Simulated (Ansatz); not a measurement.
A plane-wave DFT run in Ansatz 0.2.0 (scalar-relativistic PAW potentials unless the input names others): input and command.

```yaml
crystal:
  lattice:
    - [0.0, 3.435, 3.435]
    - [3.435, 0.0, 3.435]
    - [3.435, 3.435, 0.0]
  atoms:
    - { symbol: S, position: [0.0, 0.0, 0.0] }
    - { symbol: K, position: [0.25, 0.25, 0.25] }
    - { symbol: K, position: [0.75, 0.75, 0.75] }
basis:
  ecutwfc: 420
kpoints:
  mp_grid: { grid: [8, 8, 8] }
hamiltonian:
  xc: lda
scf:
  occupations: { method: fermi_dirac, width: 0.3 }
  n_extra_bands: 0
  max_iter: 80
output:
  forces: true
  eigenvalues: true
  stress: true
```

```bash
ansatz run input.yaml --threads 1 --pin off --max-ram 1228MiB --backend cpu --events-out ev --progress --plain --runs-dir out
```

Task: Will this input run?

Result: The program refuses it, because of too few bands (scf.n_extra_bands: not typed → 0). Also changed, but not at fault: scf.occupations: {"method": "gaussian", "width": 0.02} → {"method": "fermi_dirac", "width": 0.3}. With the sound run's settings it is accepted.

Abridged log:
```
Error: inconsistent input (scf.n_extra_bands, scf.occupations.method): n_bands = 12 leaves no empty band above the 12 bands per channel that the deck's 24 electrons occupy, and the occupations search for the Fermi level (a smearing at a finite width, or tetrahedra): a level found among occupied bands alone can fill a metal as an insulator; raise scf.n_extra_bands until at least 13 bands are solved (omitted, it auto-derives to 18) (see scf.n_extra_bands in the input reference)
```